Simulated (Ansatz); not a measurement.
Here is an Ansatz 0.2.0 calculation.

File input.yaml:

```yaml
crystal:
  lattice:
    - [-1.569037, 1.569037, 1.569037]
    - [1.569037, -1.569037, 1.569037]
    - [1.569037, 1.569037, -1.569037]
  atoms:
    - { symbol: Zn, position: [0.0, 0.0, 0.0] }
hamiltonian:
  xc: lda
  pseudopotentials: { kind: paw }
kpoints:
  mp_grid: { grid: [7, 7, 7] }
scf:
  occupations: { method: fermi_dirac, width: 0.05 }
  n_extra_bands: 6
output:
  forces: true
  stress: true
  eigenvalues: true
  dos: { projected: true, de: 0.05, nscf_kmesh: { grid: [11, 11, 11] } }
  write_density: true
  write_potential: true
  elf: true
  volumetric_format: npy
```

Potentials or basis: Ansatz PAW.

Command:

```console
$ ansatz run input.yaml --threads 2 --pin off --max-ram 5632MiB --backend cpu --events-out ev --progress --plain --runs-dir out
```

Q: Predict the band gap on the k mesh.

A: None (metal or under the smearing width).

Q: Estimate the pressure.

A: -9.7 GPa.

Q: Predict the density of states at the Fermi level.

A: 0.28 states/eV per cell.

States per cell in windows of 1 eV (zero at the Fermi level; states under -8 eV left out):
```tsv
from (eV)	total	Zn 3d	Zn 4s
-8.0	7.76	7.64	0.10
-7.0	0.27	0.15	0.11
-6.0	0.22	0.05	0.15
-5.0	0.23	0.03	0.17
-4.0	0.27	0.02	0.17
-3.0	0.31	0.02	0.16
-2.0	0.23	0.01	0.10
-1.0	0.25	0.01	0.12
0.0	0.33	0.01	0.17
1.0	0.38	0.01	0.13
2.0	0.36	0.00	0.08
3.0	0.38	0.00	0.05
4.0	0.43	0.00	0.03
5.0	0.42	0.00	0.02
6.0	0.39	0.00	0.01
7.0	0.37	0.00	0.01
```

Caveat: the k mesh is coarse (spacing up to 0.40 Å⁻¹), so the values aren't converged; the PAW data sets come from PBE, with cores solved anew for the run's functional, which leaves a small shift of forces and pressure; the density of states is complete only up to the lowest level of the last band computed.
